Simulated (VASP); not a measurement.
# AlN (Fm-3m) in VASP: notebook

The runs below take AlN through single point, relaxation of cell and atoms, with HSE06, revPBE.

Everything below comes from runs of VASP 6.6.1. Logs are shortened: lines on timing, memory, paths and dates and some standing lists are left out, and cuts for length are marked.

## 1. The crystal as given

The structure is cubic, space group Fm-3m (No. 225). Conventional cell: a = 4.069 Å, b = 4.069 Å, c = 4.069 Å, α = 90.00°, β = 90.00°, γ = 90.00°. Al (site symmetry m-3m) is surrounded by 6 N at 2.03 Å. N (site symmetry m-3m) has 6 Al at 2.03 Å as nearest neighbours.

Measurements of this composition are mostly on another form, of space group No. 186.

## 2. Single point, HSE06

The input, POSCAR:

```
AlN
1.0
    0.0000000000      2.0345180000      2.0345180000
    2.0345180000      0.0000000000      2.0345180000
    2.0345180000      2.0345180000      0.0000000000
Al N
1 1
Direct
    0.5000000000      0.5000000000      0.5000000000
    0.0000000000      0.0000000000      0.0000000000
```

The input, INCAR.step1:

```
SYSTEM = AlN
ALGO = Normal
EDIFF = 1E-5
ENCUT = 500
GGA = PE
ISIF = 2
ISMEAR = 0
LASPH = .TRUE.
LCHARG = .FALSE.
LREAL = .FALSE.
LWAVE = .TRUE.
NBANDS = 12
NELM = 100
NKRED = 1
PREC = Accurate
SIGMA = 0.01
```

The input, INCAR.step2:

```
SYSTEM = AlN
ALGO = Normal
EDIFF = 1E-6
ENCUT = 500
GGA = PE
HFSCREEN = 0.2
ISIF = 2
ISMEAR = 0
ISTART = 1
LASPH = .TRUE.
LCHARG = .FALSE.
LHFCALC = .TRUE.
LREAL = .FALSE.
LWAVE = .FALSE.
NBANDS = 12
NELM = 100
NKRED = 1
PREC = Accurate
PRECFOCK = Fast
SIGMA = 0.01
```

The input, KPOINTS:

```
k-points
0
G
  5 5 5
  0 0 0
```

Potentials or basis: VASP PAW PBE potentials, release 64 (Al, N).

Started as:

```bash
cat potpaw_PBE.64/Al/POTCAR potpaw_PBE.64/N/POTCAR > POTCAR
cp INCAR.step1 INCAR
mpirun -np 1 vasp_std > vasp.out
cp INCAR.step2 INCAR
mpirun -np 1 vasp_std > vasp.out
```

OUTCAR:

```text
SYSTEM = AlN
   EDIFF = 1E-6
   ENCUT = 500
   GGA = PE
   HFSCREEN = 0.2
   ISIF = 2
   ISMEAR = 0
   ISTART = 1
   LASPH = .TRUE.
   LHFCALC = .TRUE.
   LREAL = .FALSE.
   NELM = 100
   NKRED = 1
   PREC = Accurate
   PRECFOCK = Fast

 Found     10 irreducible k-points:

 Following reciprocal coordinates:
            Coordinates               Weight
  0.000000  0.000000  0.000000      1.000000
  0.200000  0.000000  0.000000      8.000000
  0.400000  0.000000  0.000000      8.000000
  0.200000  0.200000  0.000000      6.000000
  0.400000  0.200000  0.000000     24.000000
 -0.400000  0.200000  0.000000     24.000000
   k-points           NKPTS =     10   k-points in BZ     NKDIM =    125   number of bands    NBANDS=     12
   number of dos      NEDOS =    301   number of ions     NIONS =      2
   total plane-waves  NPLWV =  13824
   dimension x,y,z NGX =    24 NGY =   24 NGZ =   24
   dimension x,y,z NGXF=    48 NGYF=   48 NGZF=   48
   ions per type =               1   1
   NGX,Y,Z   is equivalent  to a cutoff of  13.87, 13.87, 13.87 a.u.
   NGXF,Y,Z  is equivalent  to a cutoff of  27.73, 27.73, 27.73 a.u.
 SYSTEM =  AlN
   PREC   = accura    normal or accurate (medium, high low for compatibility)
   ISTART =      1    job   : 0-new  1-cont  2-samecut
   ICHARG =      0    charge: 1-file 2-atom 10-const
   ISPIN  =      1    spin polarized calculation?
   LNONCOLLINEAR =      F non collinear calculations
   LSORBIT =      F    spin-orbit coupling
   LASPH  =      T    aspherical Exc in radial PAW
   ENCUT  =  500.0 eV  36.75 Ry    6.06 a.u.   5.25  5.25  5.25*2*pi/ulx,y,z
   NELM   =    100;   NELMIN=  2; NELMDL=  0     # of ELM steps
   EDIFF  = 0.1E-05   stopping-criterion for ELM
   LREAL  =      F    real-space projection
   EDIFFG = 0.1E-04   stopping-criterion for IOM
   NSW    =      0    number of steps for IOM
   IBRION =     -1    ionic relax: 0-MD 1-quasi-New 2-CG
   NFREE  =      0    steps in history (QN), initial steepest desc. (CG)
   ISIF   =      2    stress and relaxation
   ISYM   =      3    0-nonsym 1-usesym 2-fastsym
   POTIM  = 0.5000    time-step for ionic-motion
   TEBEG  =    0.0;   TEEND  =   0.0 temperature during run
   PSTRESS=    0.0 pullay stress
   NELECT =       8.0000    total number of electrons
   NUPDOWN=      -1.0000    fix difference up-down
   EMIN   =  10.00;   EMAX   =-10.00  energy-range for DOS
   EFERMI =   0.00;   METHOD = LEGACY
   ISMEAR =     0;   SIGMA  =   0.01  broadening in eV -4-tet -1-fermi 0-gaus
   EFERMI_NEDOS =   21; number of points for ismear=-14 and -15
   IALGO  =     38    algorithm
   IMIX   =      1    mixing-type and parameters
     AMIX     =   0.40;   BMIX     =  1.00
     AMIX_MAG =   1.60;   BMIX_MAG =  1.00
  volume/ion in A,a.u.               =       8.42        56.83
  Fermi-wavevector in a.u.,A,eV,Ry     =   1.277321  2.413786 22.198561  1.631548
  Thomas-Fermi vector in A             =   2.409927
   LORBIT       =      0    0 simple, 1 ext, 2 COOP (PROOUT), +10 PAW based schemes
   GGA     = PE    functional components
   LHFCALC =     T    Hartree Fock is set to
   PRECFOCK=fast      Normal, Fast or Accurate (Low or Medium for compatibility)
   ENCUT4O =  -1.0   cutoff for four orbital integrals eV
   NKREDX  =     1    reduce k-point grid by
   NKREDY  =     1    reduce k-point grid by
   NKREDZ  =     1    reduce k-point grid by
   AEXX    =    0.2500 exact exchange contribution
   HFSCREEN=    0.2000 screening length (either q_TF or 0.3 A-1)
   HFSCREENC=   0.2000 screening length for correlation (either q_TF or 0.3 A-1)
   ENCUTFOCK=  -1.0 apply spherical cutoff to Coloumb kernel
   IVDW    =     0    specifies the selected vdW correction
   LEPSILON=     F    determine dielectric tensor
   LRPA    =     F    only Hartree local field effects (RPA)
 non-spin polarized calculation
 Gauss-broadening in eV      SIGMA  =   0.01
  energy-cutoff  :      500.00
  volume of cell :       16.84
 maximum number of plane-waves:       440
 NGX is ok and might be reduce to    24
  NGX = 14; NGY = 14; NGZ = 14

 number of electron       7.9999999 magnetization

 Free energy of the ion-electron system (eV)
  ---------------------------------------------------
  ext. energy  EPLUGINS =         0.00000000
  ---------------------------------------------------
  free energy    TOTEN  =       -17.14016350 eV

  energy without entropy =      -17.14016350  energy(sigma->0) =      -17.14016350

 E-fermi :   9.0303     XC(G=0):  -9.9728

 val. band max:        8.8618495962   @ k =   0.0000   0.0000   0.0000
 cond. band min:      15.3059586259   @ k =   0.4000   0.4000   0.0000
 fundamental gap:      6.4441090297
 Fermi energy:         9.0302982722

 k-point     1 :       0.0000    0.0000    0.0000
  band No.  band energies     occupation
      1     -10.1836      2.00000
      2       8.8618      2.00000
      3       8.8618      2.00000
      4       8.8618      2.00000
      5      15.7940      0.00000
      6      22.6101      0.00000
      7      22.6101      0.00000
      8      22.6101      0.00000
      9      27.7401      0.00000
     10      28.4330      0.00000
     11      28.4330      0.00000
     12      29.5278      0.00000

 k-point     2 :       0.2000    0.0000    0.0000
  band No.  band energies     occupation
      1      -9.3388      2.00000
      2       5.4756      2.00000
      3       8.4269      2.00000
      4       8.4269      2.00000
      5      17.1553      0.00000
      6      21.2298      0.00000
      7      23.0754      0.00000
      8      23.0754      0.00000
      9      26.1702      0.00000
     10      26.1702      0.00000
     11      28.1606      0.00000
     12      34.0557      0.00000

 k-point     3 :       0.4000    0.0000    0.0000
  band No.  band energies     occupation
      1      -7.3247      2.00000
      2       0.8798      2.00000
      3       7.8296      2.00000
      4       7.8296      2.00000
      5      16.4433      0.00000
      6      21.5580      0.00000
      7      21.5580      0.00000
      8      23.6163      0.00000
      9      26.7843      0.00000
     10      30.1002      0.00000
     11      30.1002      0.00000
     12      38.9673      0.00000

 k-point     4 :       0.2000    0.2000    0.0000
  band No.  band energies     occupation
      1      -9.0646      2.00000
      2       5.8543      2.00000
      3       7.5917      2.00000
      4       7.5917      2.00000
      5      18.1849      0.00000
      6      18.7300      0.00000
      7      21.9021      0.00000
      8      24.7317      0.00000
      9      24.7317      0.00000
     10      29.7414      0.00000
     11      31.9158      0.00000
     12      31.9158      0.00000

 k-point     5 :       0.4000    0.2000    0.0000
  band No.  band energies     occupation
      1      -7.4076      2.00000
      2       2.5048      2.00000
      3       6.2129      2.00000
      4       6.9546      2.00000
      5      17.4013      0.00000
      6      19.6169      0.00000
      7      21.3144      0.00000
      8      24.2267      0.00000
      9      27.0472      0.00000
     10      31.8895      0.00000
     11      32.0595      0.00000
     12      37.4726      0.00000

 k-point     6 :      -0.4000    0.2000    0.0000
  band No.  band energies     occupation
      1      -6.3947      2.00000
      2       0.9064      2.00000
      3       4.9816      2.00000
      4       7.2488      2.00000
      5      17.7133      0.00000
      6      20.0002      0.00000
      7      22.8603      0.00000
      8      23.1932      0.00000
      9      28.6494      0.00000
     10      30.3771      0.00000
     11      31.5306      0.00000
     12      38.8770      0.00000

 [... further k-points ...]

------------------------ aborting loop because EDIFF is reached ----------------------------------------

  FORCE on cell =-STRESS in cart. coord.  units (eV):
  Direction    XX          YY          ZZ          XY          YZ          ZX
  --------------------------------------------------------------------------------------
  -------------------------------------------------------------------------------------
  Total       -0.8104415     -0.8104415     -0.8104415      0.0000000      0.0000000      0.0000000
  in kB      -77.0934754    -77.0934754    -77.0934754      0.0000000      0.0000000      0.0000000
  external PRESSURE =     -77.0934754 kB  Pullay stress =       0.0000000 kB

 VOLUME and BASIS-vectors are now :
 -----------------------------------------------------------------------------
  energy-cutoff  :      500.00
  volume of cell :       16.84
      direct lattice vectors                 reciprocal lattice vectors
     0.000000000  2.034518000  2.034518000    -0.245758455  0.245758455  0.245758455
     2.034518000  0.000000000  2.034518000     0.245758455 -0.245758455  0.245758455
     2.034518000  2.034518000  0.000000000     0.245758455  0.245758455 -0.245758455

 POSITION                                       TOTAL-FORCE (eV/Angst)
 -----------------------------------------------------------------------------------
      2.03452      2.03452      2.03452        -0.000000     -0.000000      0.000000
      0.00000      0.00000      0.00000         0.000000      0.000000     -0.000000
 -----------------------------------------------------------------------------------
    total drift:                               -0.000063      0.000116     -0.000015

  FREE ENERGIE OF THE ION-ELECTRON SYSTEM (eV)
  ---------------------------------------------------
  free  energy   TOTEN  =       -17.1401634961 eV

  energy  without entropy=      -17.1401634961  energy(sigma->0) =      -17.14016350
```

It took 53 s on 1 thread of Intel Xeon Platinum 8488C (Sapphire Rapids), shared host; peak memory 0.22 GiB.

These settings aren't checked as converged: the numbers below hold their error.

Results:

- Free energy: -17.1402 eV
- Pressure: -7.7 GPa
- Band gap on the k mesh: 6.44 eV, indirect (least direct gap 6.93 eV)

Caveat: the k mesh is coarse (spacing up to 0.53 Å⁻¹), so the values aren't converged, least of all with exact exchange; the PAW data sets were made with another functional, which shifts forces and pressure a little; an odd mesh through Γ misses points on the zone boundary, where band edges often lie.

(Part 1 of 2 ends here.)
